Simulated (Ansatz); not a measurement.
# Al2Ru: properties at the relaxed cell

The task here is to estimate one member of a computed series from the others.

Method: DFT PBEsol, scalar-relativistic, plane waves, PAW, in Ansatz 0.2.0.

1 further run of the same task is left out (set aside as unsound or not needed).

**The system as given**

It takes space group Fddd (No. 70, orthorhombic). Conventional cell: a = 4.701 Å, b = 7.975 Å, c = 8.770 Å, α = 90.00°, β = 90.00°, γ = 90.00°. Around Al (site symmetry 2) lie 5 Ru at 2.57 to 2.72 Å and 5 Al at 2.59 to 2.73 Å. Ru (site symmetry 222) is surrounded by 10 Al at 2.57 to 2.72 Å.

Structure file:

```
CELL_PARAMETERS angstrom
0.00000 3.98765 4.38508
2.35057 0.00000 4.38508
2.35057 3.98765 0.00000
ATOMIC_POSITIONS crystal
Al 0.07895 0.42105 0.07895
Al 0.42105 0.07895 0.42105
Al 0.17105 0.82895 0.17105
Al 0.82895 0.17105 0.82895
Ru 0.75000 0.75000 0.75000
Ru 0.50000 0.50000 0.50000
```

It goes back to an entry of the Materials Project, which need not be the stable form.

This cell was relaxed beforehand with the same method: volume 13.70 Å³/atom, gap on the mesh 0.08 eV.

The first run:

input.yaml reads:

```yaml
crystal:
  lattice:
    - [0.0, 3.9876480407, 4.385079349]
    - [2.3505690918, 0.0, 4.385079349]
    - [2.3505690918, 3.9876480407, 0.0]
  atoms:
    - { symbol: Al, position: [0.0789481737, 0.4210518263, 0.0789481737] }
    - { symbol: Al, position: [0.4210518263, 0.0789481737, 0.4210518263] }
    - { symbol: Al, position: [0.1710518263, 0.8289481737, 0.1710518263] }
    - { symbol: Al, position: [0.8289481737, 0.1710518263, 0.8289481737] }
    - { symbol: Ru, position: [0.75, 0.75, 0.75] }
    - { symbol: Ru, position: [0.5, 0.5, 0.5] }
basis:
  ecutwfc: 420
kpoints:
  mp_grid: { grid: [10, 10, 10] }
  band_path:
    path:
      - [[0.0, 0.0, 0.0], [0.5, 0.0, 0.5], [1.0, 0.5, 0.5], [0.5, 0.5, 0.0], [0.0, 0.0, 0.0], [0.0, 0.4087007, 0.4087007]]
      - [[1.0, 0.5912993, 0.5912993], [1.0, 0.5, 0.5]]
      - [[0.5, 0.0, 0.5], [0.5, 0.23496766, 0.73496766]]
      - [[0.5, 0.76503234, 0.26503234], [0.5, 0.5, 0.0]]
    npoints: 14
hamiltonian:
  xc: pbesol
scf:
  occupations: { method: gaussian, width: 0.01 }
  n_extra_bands: 15
output:
  forces: true
  stress: true
  eigenvalues: true
  populations: true
  dos: { projected: true, de: 0.02, nscf_kmesh: { grid: [15, 15, 15] } }
  bader: true
  write_density: true
  write_potential: true
  elf: true
  volumetric_format: npy
```

Started as:

```console
$ ansatz run input.yaml --threads 1 --pin off --max-ram 2560MiB --backend cpu --events-out ev --progress --plain --runs-dir out
```

Among the steps run: Bands, states and charges; Seeking the band edges over the whole zone; Levels beside the edges; The cell scaled to 0.97 of its volume; Volume × 1.03; Volume × 0.94; Volume × 1.06.

One of the session's tables, all rows but one given; the rest of the session is left out.

| volume (Å³/atom) | energy above the lowest point (meV/atom) | pressure (GPa) | gap on the mesh (eV) |
| --- | --- | --- | --- |
| 12.879 | 30.8 | 12.66 | 0.11 |
| 13.290 | ? | ? | ? |
| 13.701 | 0.0 | 0.00 | 0.08 |
| 14.112 | 6.5 | -4.94 | 0.07 |
| 14.523 | 24.7 | -9.15 | 0.06 |

Estimate the missing values for volume (Å³/atom) = 13.290.

Worked estimate for «energy above the lowest point (meV/atom)». A straight line through the neighbours (12.879, 30.8) and (13.701, 0.0) gives 30.8 + (0.0 − 30.8) × (13.290 − 12.879) / (13.701 − 12.879) = 15.4; a parabola fitted to 3 rows on both sides gives 8.1.

**Answer.** energy above the lowest point (meV/atom): 7.3; pressure (GPa): 5.82; gap on the mesh (eV): 0.09. In «energy above the lowest point (meV/atom)» the line misses by +8.1 and the parabola by +0.8.
